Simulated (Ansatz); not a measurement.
Structure: Ga₂O₃ on the sites of the corundum structure (relaxed group R-3c), at its r2SCAN minimum. The symmetry is R-3c (No. 167, trigonal); a = 4.985 Å, c = 13.442 Å in the conventional setting, 9.64 Å³ an atom. Ga has 6 O at 1.93–2.07 Å; O has 4 Ga at 1.93–2.07 Å.

```cif
data_structure
_symmetry_space_group_name_H-M 'R-3c:H'
_symmetry_Int_Tables_number 167
_cell_length_a 4.9845
_cell_length_b 4.9845
_cell_length_c 13.4419
_cell_angle_alpha 90.000
_cell_angle_beta 90.000
_cell_angle_gamma 120.000
_cell_volume 289.23
loop_
_atom_site_label
_atom_site_type_symbol
_atom_site_symmetry_multiplicity
_atom_site_Wyckoff_symbol
_atom_site_fract_x
_atom_site_fract_y
_atom_site_fract_z
_atom_site_occupancy
Ga1 Ga 12 c 0.00000 0.00000 0.14459 1
O1 O 18 e 0.69638 0.00000 0.25000 1
```

4 runs of Ansatz 0.2.0 on this cell differ in the functional (and in the settings that go with it). Levels are in eV from each run's valence top; v1 is the last filled band, c1 the first empty one.

Run A, mean stress -0.5 GPa (compression positive):

| point | v5 | v3 | v1 | c1 | c2 | c3 |
| --- | --- | --- | --- | --- | --- | --- |
| Γ | -0.32 | -0.29 | -0.25 | 5.34 | 9.53 | 9.54 |
| T | -1.59 | -0.30 | -0.30 | 8.57 | 8.57 | 10.74 |
| H₂ | -1.06 | -0.63 | -0.36 | 9.52 | 9.52 | 10.12 |
| L | -1.20 | -1.07 | -0.18 | 9.18 | 9.18 | 9.54 |
| S₀ | -0.73 | -0.54 | -0.18 | 9.29 | 9.41 | 10.03 |
| F | -1.07 | -0.69 | -0.16 | 9.36 | 9.59 | 10.46 |

Run B, mean stress -0.3 GPa (compression positive):

| point | v5 | v3 | v1 | c1 | c2 | c3 |
| --- | --- | --- | --- | --- | --- | --- |
| Γ | -0.32 | -0.29 | -0.25 | 4.62 | 8.76 | 8.78 |
| T | -1.58 | -0.30 | -0.30 | 7.81 | 7.81 | 9.98 |
| H₂ | -1.05 | -0.62 | -0.36 | 8.76 | 8.76 | 9.35 |
| L | -1.20 | -1.06 | -0.17 | 8.41 | 8.41 | 8.78 |
| S₀ | -0.72 | -0.54 | -0.18 | 8.52 | 8.65 | 9.26 |
| F | -1.06 | -0.69 | -0.16 | 8.60 | 8.82 | 9.70 |

Run C, mean stress +9.4 GPa (compression positive):

| point | v5 | v3 | v1 | c1 | c2 | c3 |
| --- | --- | --- | --- | --- | --- | --- |
| Γ | -0.33 | -0.31 | -0.25 | 2.85 | 6.72 | 6.89 |
| T | -1.48 | -0.30 | -0.30 | 5.91 | 5.91 | 7.91 |
| H₂ | -0.99 | -0.57 | -0.33 | 6.74 | 6.74 | 7.30 |
| L | -1.20 | -0.99 | -0.15 | 6.44 | 6.44 | 6.79 |
| S₀ | -0.67 | -0.51 | -0.17 | 6.54 | 6.65 | 7.23 |
| F | -1.03 | -0.70 | -0.14 | 6.59 | 6.79 | 7.65 |

Run D, mean stress 0.0 GPa (compression positive):

| point | v5 | v3 | v1 | c1 | c2 | c3 |
| --- | --- | --- | --- | --- | --- | --- |
| Γ | -0.32 | -0.31 | -0.26 | 3.55 | 7.53 | 7.68 |
| T | -1.50 | -0.30 | -0.30 | 6.65 | 6.65 | 8.75 |
| H₂ | -1.00 | -0.58 | -0.34 | 7.54 | 7.54 | 8.10 |
| L | -1.19 | -1.00 | -0.16 | 7.23 | 7.23 | 7.56 |
| S₀ | -0.68 | -0.52 | -0.17 | 7.33 | 7.44 | 8.02 |
| F | -1.03 | -0.70 | -0.15 | 7.38 | 7.57 | 8.45 |

Q: Match the runs to PBE, r2SCAN, HSE06, PBE0.

A: A is PBE0, B is HSE06, C is PBE, D is r2SCAN. In order of the gap: PBE 2.85, r2SCAN 3.55, HSE06 4.62, PBE0 5.34 eV. The stress vanishes for r2SCAN, which relaxed the cell.

The calculation is spin-unpolarised, and the structure need not be a phase that has been made.

The stress of a hybrid is loosely converged in these runs.

The meshes of the hybrids are coarse, so their gaps aren't converged to the digits shown.
